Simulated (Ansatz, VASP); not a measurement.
NaF: VASP beside Ansatz

```
CELL_PARAMETERS angstrom
0.00000 2.29717 2.24456
2.29717 0.00000 2.24456
2.29717 2.29717 0.00000
ATOMIC_POSITIONS crystal
Na 0.00000 0.00000 0.00000
F 0.50000 0.50000 0.50000
```

Change from the starting cell: uniaxial_z strain -2.3%.

Alike in both runs: task single point; functional r2SCAN; k mesh 10 × 10 × 10; no spin polarisation.

|  | VASP | Ansatz |
| --- | --- | --- |
| version | VASP 6.6.1 | Ansatz 0.2.0 |
| potentials or method | VASP PAW PBE potentials, release 64 (Na_pv, F) | plane waves, PAW |
| plane-wave cutoff (eV) | 520 | 500 |
| occupations | gaussian, width 0.01 eV | fixed |
| valence electrons in the cell | 14 | 16 |

VASP gave:

```
gap on the k mesh at the Fermi level (eV)       : 7.45
pressure (GPa)                                  : 0.6
largest component of the traceless stress (GPa) : 1.86
```

**Question.** Estimate Ansatz's values.

**Answer.** gap on the k mesh at the Fermi level (eV): 7.41; pressure (GPa): 1.4; largest component of the traceless stress (GPa): 1.76.

The two sets of potentials don't hold the same shells in valence.

Caveats: the PAW data sets were made with another functional, which shifts forces and pressure a little (VASP). A k mesh can miss the band edges.
